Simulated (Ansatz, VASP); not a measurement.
**CdSe: VASP beside Ansatz**

INCAR

```
  ALGO = Normal
  EDIFF = 1E-7
  ENCUT = 520
  GGA = PS
  ISIF = 2
  ISMEAR = 0
  LASPH = True
  LCHARG = False
  LREAL = False
  LWAVE = False
  NBANDS = 16
  NELM = 60
  PREC = Accurate
  SIGMA = 0.05
```

KPOINTS

```
k-points
0
Gamma
  10 10 10
```

File POSCAR:

```
CdSe
1.0
    0.0000000000      2.8901069855      2.8901069855
    2.8901069855      0.0000000000      2.8901069855
    2.9691032431      2.9691032431     -0.0789962576
Cd Se
1 1
Direct
    0.0000000000      0.0000000000      0.0000000000
    0.7500000000      0.7500000000      0.7500000000
```

Input for Ansatz:

```yaml
crystal:
  lattice:
    - [0.0, 2.8901069855, 2.8901069855]
    - [2.8901069855, 0.0, 2.8901069855]
    - [2.9691032431, 2.9691032431, -0.0789962576]
  atoms:
    - { symbol: Cd, position: [0.0, 0.0, 0.0] }
    - { symbol: Se, position: [0.75, 0.75, 0.75] }
basis:
  ecutwfc: 420
kpoints:
  mp_grid: { grid: [10, 10, 10] }
hamiltonian:
  xc: pbesol
scf:
  occupations: { method: gaussian, width: 0.05 }
output:
  forces: true
  stress: true
  eigenvalues: true
```

Alike in both runs: task single point; functional PBEsol; k mesh 10 × 10 × 10; occupations gaussian, width 0.05 eV; no spin polarisation.

```csv
,VASP,Ansatz
version,VASP 6.6.1,Ansatz 0.2.0
potentials or method,"VASP PAW PBE potentials, release 64 (Cd, Se)","scalar-relativistic, plane waves, PAW"
plane-wave cutoff (eV),520,420
valence electrons in the cell,18,36
```

Ansatz gave:

```
gap on the k mesh at the Fermi level (eV)       : 0.64
least direct gap on the mesh (eV)               : 0.64
pressure (GPa)                                  : 7.8
largest component of the traceless stress (GPa) : 1.75
rms of the force components (eV/Å)              : 0.262
```

Problem. Which values does VASP return?

Solution. gap on the k mesh at the Fermi level (eV): 0.64; least direct gap on the mesh (eV): 0.64; pressure (GPa): 8.4; largest component of the traceless stress (GPa): 1.79; rms of the force components (eV/Å): 0.272.

Atom by atom the forces differ by 0.010 eV/Å (rms over components). The functional is the same, so the differences come from potentials, cutoffs and numerics. The two sets of potentials don't hold the same shells in valence.

Caveats: the PAW data sets were made with another functional, which shifts forces and pressure a little (VASP).
